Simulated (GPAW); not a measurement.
The system is InP.

```xyz
2
Lattice="0.0000 2.9305 2.9305 2.9305 0.0000 2.9305 2.9305 2.9305 0.0000" Properties=species:S:1:pos:R:3 pbc="T T T"
In    0.0000    0.0000    0.0000
P     4.3957    4.3957    4.3957
```

| Property | Result |
| --- | --- |
| Program | GPAW 26.7.0 |
| Task | relaxation of cell and atoms |
| Functional | BLYP |
| Potentials or basis | PAW data sets generated in the run's folder for this functional |
| Cutoff | 600 eV |
| Basis | pw |
| k mesh | 8 × 8 × 8 |
| Occupations | fermi-dirac, width 0.05 eV |
| Spin | no spin polarisation |

At the start: pressure 6.4 GPa; volume 25.17 Å³/atom.

Task: How do energy, volume and symmetry change on relaxing?

Result: Over 4 steps the energy falls by 49.3 meV/atom and the volume is 27.83 Å³/atom (+10.6 %); space group F-43m (No. 216, to 0.05 Å).

Step by step:
| step | energy change (eV) | largest force (eV/Å) | pressure (GPa) | volume (Å³) |
| --- | --- | --- | --- | --- |
| 1 | 0.0000 | 0.0000 | 6.41 | 50.33 |
| 2 | -0.0385 | 0.0000 | 4.79 | 51.43 |
| 3 | -0.0975 | 0.0000 | 0.54 | 55.13 |
| 4 | -0.0986 | 0.0000 | 0.06 | 55.65 |

Final structure:
```
CELL_PARAMETERS angstrom
0.00000 3.03034 3.03034
3.03034 0.00000 3.03034
3.03034 3.03034 0.00000
ATOMIC_POSITIONS crystal
In 0.00000 0.00000 0.00000
P 0.75000 0.75000 0.75000
```

Caveat: later steps reuse the first step's grids; the volume moved by +11 % from the deposited cell, more than functionals usually miss.
